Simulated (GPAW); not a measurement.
Here is a GPAW 26.7.0 calculation.

File run.py:

```python
from ase import Atoms
from ase.dft.bandgap import bandgap
from ase.io import write
from ase.units import GPa
from gpaw import GPAW, PW

atoms = Atoms(['Hf', 'N'],
              cell=[[0.0, 2.454822, 2.454822],
                    [2.454822, 0.0, 2.454822],
                    [2.454822, 2.454822, 0.0]],
              scaled_positions=[[0.0, 0.0, 0.0],
                                [0.25, 0.25, 0.25]],
              pbc=True)

calc = GPAW(mode=PW(650),
            xc='PBE',
            kpts={'size': (8, 8, 8), 'gamma': True},
            occupations={'name': 'fermi-dirac', 'width': 0.05},
            nbands=19,
            maxiter=120,
            txt='gpaw.txt')
atoms.calc = calc
energy = atoms.get_potential_energy()
forces = atoms.get_forces()
stress = atoms.get_stress()
calc.write('gs.gpw')
write('result.traj', atoms)
print(f'Energy: {energy:.6f} eV')
print('Forces (eV/A):')
print(forces.round(4))
print('Stress (GPa):', (stress / GPa).round(3))
print('Fermi level:', round(calc.get_fermi_level(), 4), 'eV')
print(f'Gap: {bandgap(calc)[0]:.4f} eV, direct: {bandgap(calc, direct=True)[0]:.4f} eV')
```

Potentials or basis: GPAW PAW data sets (gpaw-data 1.2.1), pw.

Command:

```console
$ OMP_NUM_THREADS=1 python run.py
```

(1) Estimate the pressure.

(2) Predict the band gap on the k mesh.

Results:

(1) -0.9 GPa.

(2) none (metal or under the smearing width).

Caveat: the cutoff is short for stress and forces, so pressures can be off by a GPa or more.
